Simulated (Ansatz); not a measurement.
**Li2O: energy against volume in PBE, exact exchange and the RPA**

Aim: the volume at rest and the bulk modulus of Li2O, database structure in the random-phase approximation, beside PBE and exact exchange alone.

Program: Ansatz 0.2.0. PBE orbitals, norm-conserving pseudopotentials, plane waves. Spin-unpolarised throughout; all numbers are computed.

## (1) The system as given

The cell was relaxed beforehand with r2SCAN; volume changes: +0 %, -5 %, +5 %, -10 %, +10 %.

Space group Fm-3m (No. 225), cubic; conventional cell a = 4.573 Å, 7.97 Å³ an atom. Li has 4 O at 1.98 Å; O has 8 Li at 1.98 Å.

The structure in full:

Space group Fm-3m (No. 225). a = 4.573 Å, b = 4.573 Å, c = 4.573 Å, α = 90.00°, β = 90.00°, γ = 90.00°
```
atom  site  symmetry       x       y       z
  Li    8c      -43m  0.2500  0.2500  0.7500
   O    4a      m-3m  0.0000  0.0000  0.0000
```

## (2) The unscaled cell

input.yaml

```yaml
crystal:
  lattice:
    - [0.0, 2.2863695377, 2.2863695377]
    - [2.2863695377, 0.0, 2.2863695377]
    - [2.2863695377, 2.2863695377, 0.0]
  atoms:
    - { symbol: Li, position: [0.75, 0.75, 0.75] }
    - { symbol: Li, position: [0.25, 0.25, 0.25] }
    - { symbol: O, position: [0.0, 0.0, 0.0] }
kpoints:
  mp_grid: { grid: [6, 6, 6] }
hamiltonian:
  xc: pbe
  pseudopotentials: { kind: nc }
scf:
  occupations: { method: fixed }
output:
  rpa_energy:
    ecut_chi_ladder: [215, 241, 268, 297, 326]
    long_wavelength: optical_limit
basis:
  ecutwfc: 1240.0
```

The runs that follow: Volume -5 %; Volume +5 %; Volume -10 %; Volume +10 %.

What does the calculation give?

**Answer**, as computed:

Energies in meV/atom from the unscaled cell:

| volume (Å³/atom) | PBE | exact exchange | EXX+RPA | RPA correlation |
| --- | --- | --- | --- | --- |
| 7.171 | 40.5 | 23.2 | 29.5 | 6.3 |
| 7.570 | 13.0 | 4.1 | 8.3 | 4.2 |
| 7.968 | 0.0 | 0.0 | 0.0 | 0.0 |
| 8.366 | -1.8 | 7.7 | 2.1 | -5.5 |
| 8.765 | 5.4 | 24.5 | 13.4 | -11.2 |

| energy | V₀ (Å³/atom) | B₀ (GPa) | B₀′ |
| --- | --- | --- | --- |
| PBE | 8.235 | 80 | 3.9 |
| exact exchange | 7.893 | 97 | 3.8 |
| EXX+RPA | 8.074 | unresolved | unresolved |

Birch–Murnaghan fits.

What this shows: RPA correlation grows weaker on compression, so it pulls the cell out against exact exchange alone. The log puts the extrapolation error of each correlation energy at up to 31 meV/atom, against 29 meV/atom for the whole EXX+RPA curve; part of it cancels between volumes. The curve is too rough to resolve B₀ and B₀′ of EXX+RPA; its minimum, near 8.1 Å³/atom, is a rough guide. The 6×6×6 mesh and the pseudopotentials limit these values, and the core-valence term stays semilocal.
